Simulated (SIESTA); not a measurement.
HgTe (Coloradoite):

```xyz
2
Lattice="0.0000 3.2145 3.2145 3.2145 0.0000 3.2145 3.2145 3.2145 0.0000" Properties=species:S:1:pos:R:3 pbc="T T T"
Hg    0.0000    0.0000    0.0000
Te    4.8217    4.8217    4.8217
```

* Program: SIESTA 5.4.2
* Task: relaxation of cell and atoms
* Functional: PBE
* Potentials or basis: PseudoDojo 0.4 standard (PBE files)
* Basis: DZP (energy shift 0.003 Ry; two zetas on semicore shells)
* Grid cutoff: 1200 Ry
* Energy shift: 0.003 Ry
* k mesh: 5 × 5 × 5
* Occupations: fermi-dirac, width 0.05 eV
* Spin: no spin polarisation

At the start: pressure 5.5 GPa; volume 33.22 Å³/atom.

**Question.** How do energy, volume and symmetry change on relaxing?

**Answer.** Over 4 steps the energy falls by 58.5 meV/atom and the volume is 37.02 Å³/atom (+11.4 %); space group F-43m (No. 216, to 0.05 Å).

Step by step:
| step | energy change (eV) | largest force (eV/Å) | pressure (GPa) | volume (Å³) |
| --- | --- | --- | --- | --- |
| 1 | 0.0000 | 0.0000 | 5.48 | 66.43 |
| 2 | -0.0123 | 0.0000 | 5.15 | 66.80 |
| 3 | -0.1167 | 0.0001 | 0.30 | 73.47 |
| 4 | -0.1170 | 0.0000 | -0.03 | 74.04 |

Final structure:
```yaml
crystal:
  lattice:
    - [0.00005, 3.33278, 3.33278]
    - [3.33278, 0.00005, 3.33278]
    - [3.33278, 3.33278, 0.00005]
  atoms:
    - { symbol: Hg, position: [0.00000, 0.00000, 0.00000] }
    - { symbol: Te, position: [0.75000, 0.75000, 0.75000] }
```

Caveat: short orbitals over semicore shells can move pressures by several GPa; the volume moved by +11 % from the deposited cell, more than functionals usually miss; the basis of atomic orbitals isn't converged, which shifts pressures, moduli and gaps.
